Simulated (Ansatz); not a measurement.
## Ligand exchange: C2H7BO + C4H10O → CH5BO2 + C5H12

Species: C2H7BO `CBOC`, singlet; C4H10O (1-butanol) `CCCCO`, singlet; CH5BO2 `COBO`, singlet; C5H12 (pentane) `CCCCC`, singlet. The partners trade CH3 for OH: B–CH3 and C–OH bonds give way to B–OH and C–CH3.

Shapes, held fixed at every level: PBE0-D4/def2-TZVP. Flexible molecules stand in one conformer, not always the lowest. Programs: Ansatz 0.2.0. Electronic energies: no zero-point or thermal term.

```
                level                    kind  ΔE (kJ/mol)  less CCSD(T)/CBS estimate
        HF/def2-TZVPP            Hartree–Fock       -167.5                       -0.2
     SPW92/def2-TZVPP                     LDA       -164.2                       +3.1
   PBE0-D4/def2-TZVPP           global hybrid       -163.0                       +4.3
r2SCAN0-D4/def2-TZVPP           global hybrid       -167.5                       -0.2
   wB97M-V/def2-TZVPP  range-separated hybrid       -165.1                       +2.2
    B2PLYP/def2-TZVPP           double hybrid       -166.1                       +1.2
     CCSD(T)/def2-SVP   coupled cluster or CI       -179.5                      -12.2
 CCSD(T)/CBS estimate   coupled cluster or CI       -167.3                        0.0
```

The highest level, CCSD(T)/CBS estimate, gives ΔE = -167.3 kJ/mol; the levels span -179.5 to -163.0. The column of differences is taken from that level and isn't an error. No measured value is set beside it here. The CBS estimate extrapolates MP2 from def2-TZVPP and def2-QZVPP and adds CCSD(T) − MP2 in the triple-zeta set, cores frozen.
